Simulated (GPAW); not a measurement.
GaAs:

```
CELL_PARAMETERS angstrom
0.00000 2.82685 2.82685
2.82685 0.00000 2.82685
2.82685 2.82685 0.00000
ATOMIC_POSITIONS crystal
As 0.75000 0.75000 0.75000
Ga 0.00000 0.00000 0.00000
```

Base run:

| Quantity | Value |
| --- | --- |
| Program | GPAW 26.7.0 |
| Functional | PBEsol |
| Potentials or basis | PAW data sets generated in the run's folder for this functional |
| Cutoff | 600 eV |
| Basis | pw |
| k mesh | 8 × 8 × 8 |
| Occupations | fermi-dirac, width 0.05 eV |
| Spin | spin-orbit coupling, no magnetisation |

Its results: band gap on the k mesh 0.40 eV, direct; pressure 1.3 GPa.

Problem. The run is repeated on the same cell with these changes: functional from PBEsol to RPBE; potentials or basis from PAW data sets generated in the run's folder for this functional to the program's PAW data sets (release 1.2.1) made for this functional. What comes out?

Solution. Band gap on the k mesh 0.59 eV, direct; pressure 6.3 GPa.

Caveats: spin-orbit coupling was added after a scalar SCF, so levels and gaps hold it while energy, forces, pressure and moments don't; this program's spin-orbit splittings come out too wide for heavy elements.
